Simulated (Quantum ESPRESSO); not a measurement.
Runs of Quantum ESPRESSO 7.5 on Ag. The structure is cubic, space group Fm-3m (No. 225). The conventional cell has a = 4.085 Å, b = 4.085 Å, c = 4.085 Å, α = 90.00°, β = 90.00°, γ = 90.00°. Around Ag (site symmetry m-3m) lie 12 Ag at 2.89 Å. 

| task | level | potentials or basis | spin | cell | k mesh | cutoff (eV) | smearing | mixing beta | SCF threshold | nosym | noinv | form of the LDA correlation | other keys | mesh quality | gap on the mesh (eV) | pressure (GPa) |
| --- | --- | --- | --- | --- | --- | --- | --- | --- | --- | --- | --- | --- | --- | --- | --- | --- |
| optical spectrum | M06L+D2 | SG15 PBE 1.2 | off | volume scaled by 1.04 | 8 × 8 × 8 | 952 | cold 0.2 eV | 0.5 | 1e-08 Ry | yes | yes | - | - | coarse | none | -0.4 |
| single point | LDA | PseudoDojo 0.4 FR PBE standard | SOC, no magnetisation | as given | 11 × 11 × 11, shifted | 1007 | fermi-dirac 0.05 eV | 0.5 | 2e-10 Ry | - | - | PZ81 | kshift = 1 × 1 × 1; verbose = yes; ecut_scale = 0.9 | not flagged | none | -9.0 |
| optical spectrum | PBEsol | PseudoDojo 0.4 FR PBEsol stringent | SOC, no magnetisation | cell strained at random at fixed volume | 6 × 6 × 6 | 1116 | cold 0.1 eV | 0.5 | 2e-10 Ry | yes | yes | - | - | coarse | none | -1.8 |
| density of states | AM05 | PseudoDojo 0.4 FR PBE standard | non-collinear, ferromagnetic start, SOC | volume scaled by 1.04 | 9 × 9 × 9 | 1116 | fermi-dirac 0.05 eV | 0.3 | 2e-10 Ry | - | - | - | - | not flagged | none | -6.2 |
| projected density of states | PBEsol+D3(BJ) | GBRV 1.5 PBEsol | off | volume scaled by 1.25 | 11 × 11 × 11 | 612 | fermi-dirac 0.025 eV | 0.5 | 2e-10 Ry | - | - | - | - | not flagged | none | (a) |

Question: Estimate the missing entries.

Answer: (a) -18.1.

Caveats: some runs use coarse meshes; the potentials were made for another functional, which shifts forces and pressure (some runs); the program leaves the non-local potential out of the optical matrix elements, which shifts intensities by tens of percent (some runs); the intraband (Drude) term is included with a typed width of 0.1 eV and hangs strongly on the mesh (some runs); spectra need much finer meshes, so this one isn't converged (some runs); independent-particle spectra lack excitons (some runs); pairwise dispersion overbinds metals, which lowers pressure and volume (some runs); D2 keeps the scale fitted for PBE (some runs).

A k mesh can miss the band edges, and rows without SOC leave out spin-orbit coupling on Ag.

A gap of «none» marks a metal or a gap under the smearing width.

Runs at the PBE level aren't shown here.
